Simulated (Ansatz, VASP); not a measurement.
Two plane-wave programs on TePb

INCAR

```
PREC = Accurate
ENCUT = 520
EDIFF = 1E-7
ISMEAR = -1
SIGMA = 0.02
LREAL = False
LASPH = True
NELM = 100
ALGO = Fast
ISIF = 2
LWAVE = False
LCHARG = False
GGA = PE
NBANDS = 17
```

The input KPOINTS:

```
regular mesh
0
Gamma
  8 8 8
```

POSCAR

```
TePb
1.0
    0.0000000000      3.2678368520      3.4452803931
    3.2678368520      0.0000000000      3.4452803931
    3.2678368520      3.2678368520      0.0000000000
Pb Te
1 1
Direct
    0.0000000000      0.0000000000      0.0000000000
    0.5000000000      0.5000000000      0.5000000000
```

Input for Ansatz:

```yaml
crystal:
  lattice:
    - [0.0, 3.267836852, 3.4452803931]
    - [3.267836852, 0.0, 3.4452803931]
    - [3.267836852, 3.267836852, 0.0]
  atoms:
    - { symbol: Pb, position: [0.0, 0.0, 0.0] }
    - { symbol: Te, position: [0.5, 0.5, 0.5] }
kpoints:
  mp_grid: { grid: [8, 8, 8] }
  band_path:
    path:
      - [0.0, 0.0, 0.0]
      - [0.5, 0.0, 0.5]
      - [0.625, 0.25, 0.625]
      - [0.375, 0.375, 0.75]
      - [0.5, 0.5, 0.5]
      - [0.5, 0.25, 0.75]
    npoints: 1
hamiltonian:
  xc: pbe
scf:
  occupations: { method: fermi_dirac, width: 0.02 }
  n_extra_bands: 4
output:
  forces: true
  stress: true
  eigenvalues: true
```

Change from the starting cell: uniaxial_z strain +5.4%.

Alike in both runs: task single point; functional PBE; k mesh 8 × 8 × 8; occupations fermi-dirac, width 0.02 eV; no spin polarisation.

```csv
,VASP,Ansatz
version,VASP 6.6.1,Ansatz 0.2.0
potentials or method,"VASP PAW PBE potentials, release 64 (Pb_d, Te)","plane waves, PAW"
plane-wave cutoff (eV),520,420
valence electrons in the cell,20,30
```

Ansatz gave:

* gap on the k mesh at the Fermi level (eV): 0.79
* pressure (GPa): -1.0
* largest component of the traceless stress (GPa): 2.59

Problem. What did VASP give for the same quantities?

Solution. gap on the k mesh at the Fermi level (eV): 0.80; pressure (GPa): -1.1; largest component of the traceless stress (GPa): 2.60.

The functional is the same, so the differences come from potentials, cutoffs and numerics. The two sets of potentials don't hold the same shells in valence.

Caveats: spin-orbit coupling is left out, which as a rule narrows the gap of such compounds by several tenths of an eV. A k mesh can miss the band edges.
